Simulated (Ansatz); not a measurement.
**Property card for Bi**

Theory: DFT PBEsol, scalar-relativistic, plane waves, PAW (Ansatz 0.2.0).

Settings: cutoff 420 eV, Γ-centred mesh 10×10×14 on the computed 2-atom cell, Gaussian smearing of 0.10 eV; no spin polarisation.

The structure is relaxed at this level of theory with its symmetry kept. This form isn't the element's structure at ambient conditions.

```cif
data_structure
_symmetry_space_group_name_H-M 'C2/m'
_symmetry_Int_Tables_number 12
_cell_length_a 7.0331
_cell_length_b 6.2837
_cell_length_c 3.2989
_cell_angle_alpha 90.000
_cell_angle_beta 117.323
_cell_angle_gamma 90.000
_cell_volume 129.53
loop_
_atom_site_label
_atom_site_type_symbol
_atom_site_symmetry_multiplicity
_atom_site_Wyckoff_symbol
_atom_site_fract_x
_atom_site_fract_y
_atom_site_fract_z
_atom_site_occupancy
Bi1 Bi 4 i 0.74976 0.50000 0.11920 1
```

Formation energy from the elements' standard states (uncorrected)?

+0.016 eV/atom.

Density of states at the Fermi level?

1.10 states/eV per cell.

Löwdin character within 0.5 eV of the Fermi level?

Bi 6p 91 %.

Bulk modulus?

56 GPa.

Its pressure derivative?

4.6.

Bader charges (e)?

Bi (2 in the cell) 0.00.

Spin-orbit coupling is left out, which matters for the bands of heavy elements.

Cost: 9 runs of about 12 core-minutes in all, on Arm Neoverse V2 (shared hosts).